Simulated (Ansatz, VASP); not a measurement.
**Ti: VASP beside Ansatz**

File INCAR:

```
SYSTEM = Ti
  ALGO = Normal
  EDIFF = 1E-6
  ENCUT = 520
  GGA = PE
  ISIF = 2
  ISMEAR = 0
  LASPH = .TRUE.
  LCHARG = .TRUE.
  LELF = .TRUE.
  LREAL = .FALSE.
  LVHAR = .TRUE.
  LWAVE = .FALSE.
  NBANDS = 12
  NELM = 80
  PREC = Accurate
  SIGMA = 0.1
```

KPOINTS

```
k-points
0
G
  18 18 18
  0 0 0
```

The input POSCAR:

```
Ti
1.0
    0.0000000000      2.0352482489      2.0352482489
    2.0352482489      0.0000000000      2.0352482489
    2.0352482489      2.0352482489      0.0000000000
Ti
1
Direct
    0.0000000000      0.0000000000      0.0000000000
```

Input for Ansatz:

```yaml
crystal:
  lattice:
    - [0.0, 2.0352482489, 2.0352482489]
    - [2.0352482489, 0.0, 2.0352482489]
    - [2.0352482489, 2.0352482489, 0.0]
  atoms:
    - { symbol: Ti, position: [0.0, 0.0, 0.0] }
basis:
  ecutwfc: 420
kpoints:
  mp_grid: { grid: [18, 18, 18] }
hamiltonian:
  xc: pbe
scf:
  occupations: { method: gaussian, width: 0.1 }
output:
  forces: true
  stress: true
  eigenvalues: true
```

Alike in both runs: task single point; functional PBE; k mesh 18 × 18 × 18; occupations gaussian, width 0.1 eV; no spin polarisation.

|  | VASP | Ansatz |
| --- | --- | --- |
| version | VASP 6.6.1 | Ansatz 0.2.0 |
| potentials or method | VASP PAW PBE potentials, release 64 (Ti_sv) | scalar-relativistic, plane waves, PAW |
| plane-wave cutoff (eV) | 520 | 420 |
| valence electrons in the cell | 12 | 12 |

Ansatz gave:

| Quantity | Value |
| --- | --- |
| gap on the k mesh at the Fermi level (eV) | none |
| pressure (GPa) | 3.4 |

Task: Which values does VASP return?

Result: gap on the k mesh at the Fermi level (eV): none; pressure (GPa): 3.1.

A gap of «none» marks a metal or a gap that the smearing closes.
